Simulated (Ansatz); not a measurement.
## What DFT gives for KCl

```
K Cl
1.0
     2.25611    3.90772    0.00000
    -4.51224   -0.00001    0.00000
     0.00000    0.00000   12.39935
K Cl
3 3
Direct
  0.00143 0.99976 0.43596
  0.00024 0.00167 0.76929
  0.99833 0.99857 0.10263
  0.66982 0.33569 0.60215
  0.66431 0.33413 0.93549
  0.66587 0.33018 0.26882
```

The numbers come from plane-wave PAW DFT (Ansatz): PBE, no spin polarisation, 420 eV, 7×7×2 Γ-centred k points, fermi-dirac occupations (width 0.1 eV). Nothing was relaxed.

**Question.** Metal or insulator? Give the gap.

**Answer.** The gap on the k mesh is 4.47 eV; the mesh may miss the band edges, so the true gap of this level can be smaller.

**Question.** What do density and ELF say about some of the short contacts?

**Answer.** K–Cl at 3.31 Å: least valence density 0.06 e/Å³ and ELF 0.03 there, a closed-shell (ionic or weak) contact. These are pseudo-fields; inside the PAW spheres they differ from the all-electron ones.

**Question.** What is the character of the valence top and the conduction bottom?

**Answer.** Within 0.7 eV of the edges, the states project mainly on Cl p (97 %) below the gap and on K s (81 %) and Cl s (12 %) above it.

**Question.** What is the formation energy?

**Answer.** -1.93 eV an atom against the elements' usual phases (free molecules for gases, crystals otherwise, with no correction for O₂ or N₂), so it is bound against them; other compounds may still compete. Relaxing would lower it.

**Question.** Is the cell too large or too small?

**Answer.** The pressure is -1.4 GPa (compression positive), so with the atoms held at these fractions the cell would first shrink.

**Question.** How is the charge shared?

**Answer.** Bader charges in e: K +0.86, Cl -0.86. In the mean K gives up most and Cl takes most.

**Question.** Are the atoms at rest?

**Answer.** Nearly at rest: the largest force is 0.005 eV/Å.

Origin: a known structure type with other elements, at an estimated volume, so it need not be a known compound. Caveats: an odd or shifted mesh can miss the band edges, so this level's true gap may be smaller.
